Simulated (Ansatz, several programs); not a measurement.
Anatase SnSe₂, relaxed with PBE in Ansatz (plane waves, PAW): it is tetragonal, I4_1/amd (No. 141); conventional cell a = 5.694 Å, c = 11.256 Å, 30.41 Å³ an atom. Sn has 6 Se at 2.57–2.86 Å; Se has 3 Sn at 2.57–2.86 Å. The cell was then scaled with its shape and fractional coordinates held, which makes it stiffer than a relaxed compression. (Calculated; spin-unpolarised; the phase may be known or hypothetical.)

```tsv
V (Å³/atom)	E (meV/atom)
28.586	18.92
30.411	0.00
31.323	3.91
32.235	14.83
```

**Question.** Pass a cubic E = c₀ + c₁u + c₂u² + c₃u³, with u = V − 30.639 Å³, through these points.

**Answer.** c₀ = 0.24, c₁ = +2.187, c₂ = 4.855, c₃ = -0.3125 (meV and Å³).

**Question.** Where is the minimum, and what bulk modulus follows?

**Answer.** dE/du = 0 at u = -0.221, so V₀ = 30.42 Å³. B = V₀ d²E/dV² = 30.42 × (2c₂ + 6c₃u) = 30.42 × 10.124 = 308 meV/Å³, and 1 meV/Å³ is 0.16022 GPa: 49 GPa. A third-order Birch-Murnaghan fit to all five points gives 30.41 Å³ and 49 GPa.

**Question.** Predict the energy and the pressure at the withheld volume, 29.498 Å³.

**Answer.** With u = -1.141: E ≈ 4.53 meV and P = −dE/dV ≈ +1.62 GPa. The run gives 4.47 meV and, from its stress, +1.61 GPa.
